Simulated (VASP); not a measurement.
Wanted: the native input for a VASP 6.6.1 run.

```yaml
Task: relaxation of cell and atoms
Functional: PBE
Potentials_or_basis: VASP PAW PBE potentials, release 64 (Tl_d)
Cutoff: 520 eV
k_mesh: 14 × 14 × 8
Occupations: gaussian, width 0.1 eV
Spin: no spin polarisation
Further_INCAR_settings: ALGO = Normal; EDIFF = 1e-07; IBRION = 2; POTIM = 0.3; EDIFFG = -0.005; NSW = 60; ISIF = 3
```

The structure of Tl lies in POSCAR:

```
Tl                                      
1.0
    3.6366673486      0.0000000000      0.0000000000
   -1.8183336743      3.1494463143     -0.0000000000
    0.0000000000      0.0000000000      5.4946143742
  Tl            
     2
Direct
     0.3333333300000021    0.6666666699999979    0.2500000000000000
     0.6666666699999979    0.3333333300000021    0.7500000000000000
```

The input as run:

INCAR

```
SYSTEM = Tl
PREC     = Accurate       ! precision mode
ENCUT    = 520            ! plane-wave cutoff, eV
EDIFF    = 1E-7           ! SCF threshold, eV
ISMEAR   = 0              ! smearing method
SIGMA    = 0.1            ! smearing width, eV
LREAL    = .False.        ! projectors in reciprocal space
LASPH    = .True.         ! aspherical terms in the spheres
NELM     = 120            ! most SCF steps
ALGO     = Normal         ! electronic algorithm
ISIF     = 3              ! what is computed and relaxed
LWAVE    = .False.        ! write WAVECAR
LCHARG   = .False.        ! write CHGCAR
GGA      = PE             ! functional
IBRION   = 2              ! ionic algorithm
NSW      = 60             ! ionic steps
EDIFFG   = -0.005         ! ionic threshold
POTIM    = 0.3            ! step
```

KPOINTS

```
regular mesh
0
Gamma
  14 14 8
  0 0 0
```

Potentials or basis: VASP PAW PBE potentials, release 64 (Tl_d).

The run is started by

```sh
$ cat potpaw_PBE.64/Tl_d/POTCAR > POTCAR
$ mpirun -np 1 vasp_std > vasp.out
```

It gave:

| Property | Result |
| --- | --- |
| Pressure after relaxing | 0.0 GPa |
| Band gap on the k mesh | none (metal or under the smearing width) |

Caveat: the relaxation stopped at its first step, so nothing moved.

It took 57 s on 1 thread of Intel(R) Xeon(R) Platinum 8559C (Emerald Rapids), on a shared host, peak memory 0.24 GiB.
